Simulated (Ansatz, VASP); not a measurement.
# Fe in VASP and in Ansatz

```
Fe
1.0
     0.00000    1.76891    1.76891
     1.76891    0.00000    1.76891
     1.76891    1.76891    0.00000
Fe
1
Direct
  0.00000 0.00000 0.00000
```

Alike in both runs: task single point; functional PBEsol; k mesh 18 × 18 × 18; occupations fermi-dirac, width 0.1 eV; no spin polarisation.

```csv
,VASP,Ansatz
version,VASP 6.6.1,Ansatz 0.2.0
potentials or method,"VASP PAW PBE potentials, release 64 (Fe)","plane waves (420 eV) with PAW, scalar-relativistic"
plane-wave cutoff (eV),520,420
valence electrons in the cell,8,16
```

|  | VASP | Ansatz | Ansatz less VASP |
| --- | --- | --- | --- |
| pressure (GPa) | -27.6 | -27.6 | +0.02 |

With one functional, cell and mesh, what is left measures potentials, basis and numerics. The two sets of potentials don't hold the same shells in valence. Ansatz warned: «pseudo_functional_mismatch».

Caveats: so large a pressure means that the cell lies far from this level's equilibrium, or that cutoff or potentials fall short (VASP); the potentials were made for another functional, which shifts forces and pressure (VASP); the run has no spin polarisation, though such a crystal can be magnetic. Spin polarisation is off, so any magnetic state and its effect on volume and gap are missing.
